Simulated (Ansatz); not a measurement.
## How settings move the G0W0 gap of GaN (P6_3mc)

GaN (started from an entry of an open crystallographic database), relaxed with r2SCAN; one-shot G0W0 in Ansatz without spin-orbit coupling. No spin polarisation and no zero-point or thermal motion.

```
Ga N
1.0
     3.18315    0.00000    0.00000
    -1.59157    2.75669    0.00000
     0.00000    0.00000    5.18363
Ga N
2 2
Direct
  0.33333 0.66667 0.99911
  0.66667 0.33333 0.49911
  0.33333 0.66667 0.37589
  0.66667 0.33333 0.87589
```

Gaps are read over the mesh points alone. G0W0 here is at a finite number of bands, screening cutoff and k mesh, not at the basis limit.

| start | potentials | frequency model | mesh | empty bands | screening cutoff (eV) | Kohn-Sham gap (eV) | G0W0 gap (eV) |
| --- | --- | --- | --- | --- | --- | --- | --- |
| PBE | PAW | contour deformation | 6×6×4 | 103 | 100 | 1.93 | 3.05 |
| PBE | PAW | contour deformation | 6×6×4 | 249 | 180 | 1.93 | 3.09 |
| PBE | PAW | contour deformation | 6×6×4 | 483 | 260 | 1.93 | 3.06 |
| HSE06 | PAW | contour deformation | 6×6×4 | 249 | 180 | 3.20 | 3.70 |
| r2SCAN | PAW | contour deformation | 6×6×4 | 249 | 180 | 2.35 | 3.34 |
| PBE0 | PAW | contour deformation | 6×6×4 | 249 | 180 | 3.89 | 3.88 |
| PBE | PAW | Godby-Needs pole | 6×6×4 | 249 | 180 | 1.93 | 3.08 |
| PBE | PAW | contour deformation | 9×9×4 | 73 | 80 | 1.93 | 3.02 |
| PBE | norm-conserving | contour deformation | 6×6×4 | 249 | 180 | 1.95 | 3.16 |

Over the mesh points the PBE gap of 1.93 eV becomes a quasiparticle gap of 3.06 eV (direct at Γ), a change of +1.13 eV. Renormalisation factors Z lie between 0.75 and 0.82.

Raising bands and cutoff together moves the gap by +0.04 eV (100 to 180 eV), then -0.03 eV (180 to 260 eV); the last step is still large, so the basis limit isn't reached. Starting from HSE06 (3.20 eV against PBE's 1.93 eV) gives 3.70 eV, +0.61 eV from G0W0@PBE at the same screening cutoff. Starting from r2SCAN (2.35 eV against PBE's 1.93 eV) gives 3.34 eV, +0.25 eV from G0W0@PBE at the same screening cutoff. Starting from PBE0 (3.89 eV against PBE's 1.93 eV) gives 3.88 eV, +0.79 eV from G0W0@PBE at the same screening cutoff. The Godby-Needs plasmon pole differs from contour deformation by -0.01 eV. Norm-conserving potentials (wave cutoff 1240 eV against 420 eV) shift the quasiparticle gap by +0.07 eV and the PBE gap by +0.02 eV. r2SCAN runs take a wave cutoff of 500 eV.

The program warns that the k mesh is coarse for exact exchange in some of these runs, so their gaps aren't converged.

With a shallow d shell on the cation, G0W0 converges slowly in bands and cutoff, so these values are in doubt.
